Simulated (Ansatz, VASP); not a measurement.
CdSe in VASP and in Ansatz

The input INCAR:

```
SYSTEM = CdSe
PREC = Accurate
ENCUT = 520
EDIFF = 1E-6
ISMEAR = 0
SIGMA = 0.05
LREAL = .FALSE.
LASPH = .TRUE.
NELM = 80
ALGO = Normal
ISIF = 2
LWAVE = .FALSE.
LCHARG = .FALSE.
GGA = PS
NBANDS = 16
```

The input KPOINTS:

```
regular mesh
0
G
  10 10 10
  0 0 0
```

File POSCAR:

```
CdSe
1.0
    0.0000000000      3.0413096065      3.0413096065
    3.0413096065      0.0000000000      3.0413096065
    3.0413096065      3.0413096065      0.0000000000
Cd Se
1 1
Direct
    0.0000000000      0.0000000000      0.0000000000
    0.7500000000      0.7500000000      0.7500000000
```

Input for Ansatz:

```yaml
crystal:
  lattice:
    - [0.0, 3.0413096065, 3.0413096065]
    - [3.0413096065, 0.0, 3.0413096065]
    - [3.0413096065, 3.0413096065, 0.0]
  atoms:
    - { symbol: Cd, position: [0.0, 0.0, 0.0] }
    - { symbol: Se, position: [0.75, 0.75, 0.75] }
basis:
  ecutwfc: 420
kpoints:
  mp_grid: { grid: [10, 10, 10] }
hamiltonian:
  xc: pbesol
scf:
  occupations: { method: gaussian, width: 0.05 }
output:
  forces: true
  stress: true
  eigenvalues: true
  write_density: true
  write_potential: true
  elf: true
  volumetric_format: npy
```

Measurements of this composition are mostly on another form, of space group No. 186.

Alike in both runs: task single point; functional PBEsol; k mesh 10 × 10 × 10; occupations gaussian, width 0.05 eV; no spin polarisation.

|  | VASP | Ansatz |
| --- | --- | --- |
| version | VASP 6.6.1 | Ansatz 0.2.0 |
| potentials or method | VASP PAW PBE potentials, release 64 (Cd, Se) | scalar-relativistic, plane waves, PAW |
| plane-wave cutoff (eV) | 520 | 420 |
| valence electrons in the cell | 18 | 36 |

VASP gave:

* gap on the k mesh at the Fermi level (eV): 0.48
* least direct gap on the mesh (eV): 0.48
* pressure (GPa): 0.3

Problem. Estimate Ansatz's values.

Solution. gap on the k mesh at the Fermi level (eV): 0.48; least direct gap on the mesh (eV): 0.48; pressure (GPa): 0.0.

With one functional, cell and mesh, what is left measures potentials, basis and numerics. The two sets of potentials don't hold the same shells in valence.

Caveats: the PAW data sets were made with another functional, which shifts forces and pressure a little (VASP). PBEsol gaps usually lie below the measured ones, often by a third to a half.
